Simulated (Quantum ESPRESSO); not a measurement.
## Cu under changes of volume

One of the cells (11.994 Å³/atom); the others are scaled copies at fixed shape and fractional positions:

```
Cu
1.0
     1.21846   -3.97638    0.00000
     1.21846    3.97638    0.00000
     0.00000    0.00000    2.47550
Cu
2
Direct
  0.86613 0.13387 0.75000
  0.13387 0.86613 0.25000
```

This isn't the form of Cu at room conditions, which is fcc.

```yaml
Program: Quantum ESPRESSO 7.5
Functional: r2SCAN
Potentials_or_basis: SG15 PBE 1.2
Cutoff: 1197 eV
Density_cutoff: 4789 eV
k_mesh: 4 × 4 × 4
Occupations: fermi-dirac, width 0.05 eV
Spin: no spin polarisation
```

| volume (Å³/atom) | energy over the lowest point (meV/atom) | pressure (GPa) |
| --- | --- | --- |
| 11.274 | 26.16 | 11.3 |
| 11.514 | 12.01 | 7.3 |
| 11.754 | 3.50 | 3.8 |
| 11.994 | 0.00 | 0.7 |
| 12.234 | ? | ? |
| 12.474 | 5.76 | -4.6 |
| 12.714 | 14.08 | -6.7 |

What does the run at 12.234 Å³/atom give?

Energy over the lowest point 0.92 meV/atom; pressure -2.1 GPa.

Worked out: A Birch-Murnaghan fit of order 3 (a polynomial in V^(-2/3)) to the other rows has its minimum at 12.06 Å³/atom with B0 = V·E''(V) = 143 GPa and B' = 5.1 at fixed shape and positions, which overstates the stiffness. It gives 0.92 meV/atom at 12.234 Å³/atom, against the run's 0.92, and -dE/dV = -2.0 GPa, against -2.1.

Energies are extrapolated to zero smearing.

Caveats: all runs use coarse meshes; the potentials were made for another functional, which shifts forces and pressure.
